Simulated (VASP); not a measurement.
**Na: single point with LDA**

The system is Na.

```xyz
1
Lattice="-1.8947 1.8947 2.2370 1.8947 -1.8947 2.2370 1.8947 1.8947 -2.2370" Properties=species:S:1:pos:R:3 pbc="T T T"
Na    0.0000    0.0000    0.0000
```

This isn't the form of Na at room conditions, which is bcc.

```yaml
Program: VASP 6.6.1
Task: single point
Functional: LDA
Potentials_or_basis: VASP PAW LDA potentials, release 64 (Na_pv)
Cutoff: 520 eV
k_mesh: 18 × 18 × 18
Occupations: gaussian, width 0.15 eV
Spin: no spin polarisation
```

* Pressure: 0.2 GPa
* Band gap on the k mesh: none (metal or under the smearing width)

Levels at points of the mesh, in eV from the Fermi level:
| k point | band 1 | band 2 | band 3 | band 4 | band 5 | band 6 | band 7 | band 8 |
| --- | --- | --- | --- | --- | --- | --- | --- | --- |
| (0.00, 0.00, 0.00) | -24.84 | -24.84 | -24.84 | -3.60 | 11.96 | 11.96 | 12.64 | 13.62 |
| (0.50, 0.00, 0.00) | -24.90 | -24.86 | -24.84 | 0.65 | 1.13 | 9.67 | 10.96 | 11.02 |
| (0.50, 0.50, 0.00) | -24.90 | -24.86 | -24.85 | 1.30 | 1.89 | 7.52 | 8.72 | 8.80 |
| (0.50, 0.50, 0.50) | -24.89 | -24.87 | -24.87 | 3.49 | 3.78 | 5.64 | 6.46 | 6.46 |

Run time: 94 s on 1 thread of Intel(R) Xeon(R) Platinum 8259CL CPU @ 2.50GHz (Skylake/Cascade Lake), with other jobs on the host, peak memory 0.23 GiB.
